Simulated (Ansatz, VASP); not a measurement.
# Li: VASP beside Ansatz

The input INCAR:

```
ALGO     = Normal         # electronic algorithm
EDIFF    = 1E-7           # SCF threshold, eV
EDIFFG   = -0.005         # ionic threshold
ENCUT    = 600            # plane-wave cutoff, eV
GGA      = PS             # functional
IBRION   = 2              # ionic algorithm
ISIF     = 3              # what is computed and relaxed
ISMEAR   = 1              # smearing method
IVDW     = 12             # dispersion correction
LASPH    = True           # aspherical terms in the spheres
LCHARG   = False          # write CHGCAR
LREAL    = False          # projectors in reciprocal space
LWAVE    = False          # write WAVECAR
NELM     = 80             # most SCF steps
NSW      = 80             # ionic steps
PREC     = Accurate       # precision mode
SIGMA    = 0.1            # smearing width, eV
```

KPOINTS

```
k-points
0
Gamma
  13 13 13
```

File POSCAR:

```
Li
1.0
    0.0000000000      2.2020000000      2.2020000000
    2.2020000000      0.0000000000      2.2020000000
    2.2020000000      2.2020000000      0.0000000000
Li
1
Direct
    0.0000000000      0.0000000000      0.0000000000
```

Input for Ansatz:

```yaml
crystal:
  lattice:
    - [0.0, 2.202, 2.202]
    - [2.202, 0.0, 2.202]
    - [2.202, 2.202, 0.0]
  atoms:
    - { symbol: Li, position: [0.0, 0.0, 0.0] }
basis:
  ecutwfc: 420.0
kpoints:
  mp_grid:
    grid: [13, 13, 13]
    shift: [0.0, 0.0, 0.0]
hamiltonian:
  xc: pbesol
  dispersion: d3bj
scf:
  occupations:
    method: methfessel_paxton
relax:
  f_tol: 0.005
  cell: {}
```

This isn't the form of Li at room conditions, which is bcc.

Alike in both runs: task relaxation of cell and atoms; functional PBEsol; dispersion D3(BJ); k mesh 13 × 13 × 13; no spin polarisation.

|  | VASP | Ansatz |
| --- | --- | --- |
| version | VASP 6.6.1 | Ansatz 0.2.0 |
| potentials or method | VASP PAW PBE potentials, release 64 (Li_sv) | plane waves, PAW |
| plane-wave cutoff (eV) | 600 | 420 |
| occupations | methfessel-paxton of order 1, width 0.1 eV | methfessel-paxton of order 1 |
| valence electrons in the cell | 3 | 3 |

|  | VASP | Ansatz | Ansatz less VASP |
| --- | --- | --- | --- |
| relaxed volume (Å³/atom) | 18.17 | 18.45 | +0.281 |
| relaxed cell length with the largest relative difference (Å) | 2.951 | 2.966 | +0.0152 |
| energy change over the relaxation (meV/atom) | -21 | -18 | +3.3 |

Caveats: the cutoff is under 1.25 times the usual one of these potentials, so pressure, stress and relaxed cells hold a basis-set (Pulay) error (VASP); the PAW data sets were made with another functional, which shifts forces and pressure a little (VASP); the volume moved by -15 % from the deposited cell, more than functionals usually miss; pairwise dispersion overbinds metals, which lowers pressure and volume.
